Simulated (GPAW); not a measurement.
**free-standing square Ni monolayer, spacing 2.976 A: exchange couplings by hand from total energies**

Aim: get Heisenberg couplings of free-standing square Ni monolayer, spacing 2.976 A from the energies of collinear orders, with pencil and paper, and test them on an order left out of the fit.

Method: PBE; plane waves with GPAW's PAW setups, scalar-relativistic, in GPAW 26.7.0.

**1. Set-up**

The cell holds 1 atom: 1 Ni. Cell: a = 2.976 Å, b = 2.976 Å, c = 14.000 Å, α = 90.0°, β = 90.0°, γ = 90.0°. model lattice. Vacuum lies along c.

As a file:

```
Ni
1.0
     2.97600    0.00000    0.00000
     0.00000    2.97600    0.00000
     0.00000    0.00000   14.00000
Ni
1
Cartesian
  0.0000 0.0000 7.0000
```

**2. The parallel order**

All energies count from this run.

File order1.py:

```python
import json
import numpy as np
from ase import Atoms
from ase.parallel import paropen, parprint
from gpaw import GPAW

atoms = Atoms(['Ni'],
    cell=[[2.976, 0.0, 0.0],
         [0.0, 2.976, 0.0],
         [0.0, 0.0, 14.0]],
    scaled_positions=[[0.0, 0.0, 0.5]],
    pbc=True,
    magmoms=[1.0])
atoms.calc = GPAW(mode={'name': 'pw', 'ecut': 550},
    xc='PBE',
    kpts={'size': (10, 10, 1), 'gamma': True},
    occupations={'name': 'fermi-dirac', 'width': 0.1},
    convergence={'density': 1e-05, 'energy': 1e-05},
    maxiter=200,
    txt='order1.txt')
e = atoms.get_potential_energy(force_consistent=True)
res = {'free_energy': e, 'energy_sigma0': atoms.get_potential_energy(), 'fermi_energy': atoms.calc.get_fermi_level()}
res['moments'] = atoms.get_magnetic_moments().tolist()
res['total'] = atoms.get_magnetic_moment()
parprint('site moments (muB):', np.round(res['moments'], 3))
parprint(f"total moment: {res['total']:.3f} muB")
parprint(f'free energy: {e:.6f} eV')
atoms.calc.write('order1.gpw')
n = atoms.calc.get_pseudo_density()
up, down = (atoms.calc.get_pseudo_density(spin=i) for i in (0, 1))
np.savez('grids.npz', density=n, spin=up - down)
with paropen('results.json', 'w') as f:
    json.dump(res, f)
```

Command:

```bash
$ OMP_NUM_THREADS=1 python3 order1.py > order1.log
```

The program printed:

```text
site moments (muB): [1.017]
total moment: 0.998 muB
free energy: -4.438754 eV

--- order1.txt ---
Input parameters:
  mode=PW(ecut=550),
  convergence={'density': 1e-05, 'energy': 1e-05},
  kpts=MonkhorstPack(size=(10, 10, 1), gamma=True),
  maxiter=200,
  occupations=Occupations(name='fermi-dirac', width=0.1),
  xc=XC(name='PBE')

Diagonalizing LCAO Hamiltonian
Converting LCAO to pw mode
   .------.
  /|      |
[...]
|          3 |        -6.927 |     1.000 |        -6.824 |     1.000 |
|          4 |        -5.460 |     1.000 |        -4.705 |     1.000 |
[...]
|          8 |        -4.550 |     1.000 |        -3.366 |     0.113 |
|          9 |        -1.728 |     0.000 |        -1.704 |     0.000 |
|         10 |         0.923 |     0.000 |         0.904 |     0.000 |
|         11 |         2.103 |     0.000 |         2.065 |     0.000 |

No gap
No difference between direct/indirect transitions


[key lines of the parts left out:]
Free energy:      -4.438754
Converged in 26 steps
dipole moment: (-5.911353, -5.911353, 0.000003)  # |e|*Ang
Fermi level: -3.572
```

It took 60 s on 1 MPI rank of Arm Neoverse V2, shared host; peak memory 0.23 GiB.

Spin moment in the augmentation sphere by atom:

```
atom  spin moment in the augmentation sphere (μB)
 Ni1                                         1.02
```

Numbers from this step:

| Property | Result |
| --- | --- |
| magnetization | 0.9980 μB |
| final state | ferromagnetic |

After 26 cycles the largest moment stands at 1.02 μB.

**3. The orders used for the fit**

The other orders were run with the same settings, on meshes that hold the same points. Free energies (smearing 0.1 eV, its entropy term included) are divided by the number of Ni atoms; q is in fractions of the reciprocal vectors of the first run's cell.

```
              order  atoms     mesh  free energy (eV)  eV per Ni  largest moment (μB)
                F +      1  10×10×1           -4.4388    -4.4388                 1.02
AF q=(1/2,1/2,0) +-      2   5×10×1           -8.8010    -4.4005                 0.97
```

**4. Counting neighbours**

With E = −Σ J e_i·e_j over ordered pairs of unit vectors, turning a neighbour from parallel to opposed costs 2J a Ni atom. So an order lies 2 Σ n J over the parallel one, n being the opposed neighbours in each shell.

```
shell  distance (Å)  neighbours  opposed in AF q=(1/2,1/2,0) +-  opposed in AF q=(0,1/2,0) +-
   J1          2.98           4                               4                             2
   J2          4.21           4                               0                             4
```

Only J1 is kept.

**5. Solving**

```
2 × 4 × J1 = +38.28 meV    (AF q=(1/2,1/2,0) +-)
J1 = +4.78 meV
```

**6. The test**

The couplings now give the orders that were left out:

```
2 × 2 × (+4.78) = +19.12 meV    (AF q=(0,1/2,0) +-)
```

The runs themselves:

```
            order  atoms    mesh  free energy (eV)  eV per Ni  largest moment (μB)  over the parallel order (meV)  foretold (meV)
AF q=(0,1/2,0) +-      2  10×5×1           -8.8519    -4.4259                 1.03                         +12.81          +19.12
```

**7. One more shell**

The miss asks for the next shell, which takes one more order into the fit and leaves none for a test.

```
2 × 4 × J1 = +38.28 meV    (AF q=(1/2,1/2,0) +-)
2 × 2 × J1 + 2 × 4 × J2 = +12.81 meV    (AF q=(0,1/2,0) +-)
J1 = +4.78 meV
J2 = -0.79 meV
```

**8. What came out**

```yaml
j1_ni_ni_at_2p98_a: 4.78 meV
largest_miss_on_the_orders_left_out: 6.3 meV
j1_with_2_shells: 4.78 meV
j2_with_2_shells: -0.79 meV
```

What this shows: The model misses the order left out by 6.3 meV, 16 % of the span of the orders, so it fails: these couplings alone don't describe the crystal. With the next shell added the couplings are J1 = +4.78 and J2 = -0.79 meV, untested. The first dropped shell that the test feels is J2 at 4.21 Å. The site moments spread by 5.6 % over the orders. In a metal couplings reach far, and the mesh was not tested. The couplings are effective ones: further shells with opposed neighbours are folded into them or show in the miss. No mean-field temperature is given: it needs a model that holds, an unfrustrated order and couplings in all three dimensions.

[Logs and program files are shortened in this print: banners, set-up blocks, solver, clock and traceback lines can be left out without a mark of their own.]

[Logs are printed without paths, hosts, clocks, repeated set-up lines and the standing remarks that a program may print on its own settings, such as how far it seeks lower states.]

[Hosts, paths, dates, database ids (printed as entryN), source tags and the programs' standing remarks are cut or masked in the printed files.]

[Where a cell is said to come from a database of computed structures, the database is the Materials Project.]
